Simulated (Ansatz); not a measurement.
**Calculated quadrupolar parameters for SiO2 at a changed volume**

The cell is a computed structure from the Materials Project (it need not be an observed phase), relaxed with PBE at fixed cell and then changed (volume scaled by 0.98).

```
CELL_PARAMETERS angstrom
7.03422 0.00000 0.00000
0.00000 7.03422 0.00000
0.00000 0.00000 7.03422
ATOMIC_POSITIONS crystal
Si 0.97713 0.52287 0.47713
Si 0.52287 0.47713 0.97713
Si 0.47713 0.97713 0.52287
Si 0.02287 0.02287 0.02287
Si 0.71418 0.78582 0.21418
Si 0.78582 0.21418 0.71418
Si 0.21418 0.71418 0.78582
Si 0.28582 0.28582 0.28582
O 0.86072 0.33283 0.53261
O 0.36072 0.16717 0.46739
O 0.13928 0.83283 0.96739
O 0.16717 0.46739 0.36072
O 0.96739 0.13928 0.83283
O 0.46739 0.36072 0.16717
O 0.33283 0.53261 0.86072
O 0.53261 0.86072 0.33283
O 0.15419 0.15419 0.15419
O 0.34581 0.84581 0.65419
O 0.65419 0.34581 0.84581
O 0.84581 0.65419 0.34581
O 0.63928 0.66717 0.03261
O 0.03261 0.63928 0.66717
O 0.66717 0.03261 0.63928
O 0.83283 0.96739 0.13928
```

Atom numbers follow the list; atoms alike are taken as one site, whose name carries the number of the first.

Computed with Ansatz: DFT, PBE, plane waves and PAW (field gradients read without the response of the frozen cores, which leaves them typically 4 to 6 % off), scalar-relativistic, 420 eV cutoff, Γ-centred 3×3×3 k-points, Fermi–Dirac smearing 0.02 eV.

V_zz is the principal component of the electric field gradient with the largest magnitude, η = (V_xx − V_yy)/V_zz and C_Q = eQV_zz/h. Directions are in the Cartesian axes of the cell vectors above, for the atom listed; none is given where the gradient is under 0.02 or η is above 0.95.

Task: Give the quadrupolar parameters of the distinct sites.

Result: 

| site | first atom | first shell | V_zz (10²¹ V/m²) | η | direction of V_zz (x, y, z) |
| --- | --- | --- | --- | --- | --- |
| Si1 | 1 | 4 O at 1.60–1.62 Å | -0.16 | 0.00 | 0.58 -0.58 0.58 |
| Si5 | 5 | 4 O at 1.60–1.61 Å | 0.44 | 0.00 | -0.58 0.58 -0.58 |
| O9 | 9 | 2 Si at 1.61–1.62 Å, angle 142° | 9.39 | 0.21 | 0.44 0.71 -0.55 |
| O17 | 17 | 2 Si at 1.60 Å, angle 180° | 10.55 | 0.00 | 0.58 0.58 0.58 |

An axis of threefold or higher order runs through Si1, Si5 and O17, so V_zz lies along it and η is zero. At O9 V_zz runs parallel to the line that joins its two neighbours (within 1°).
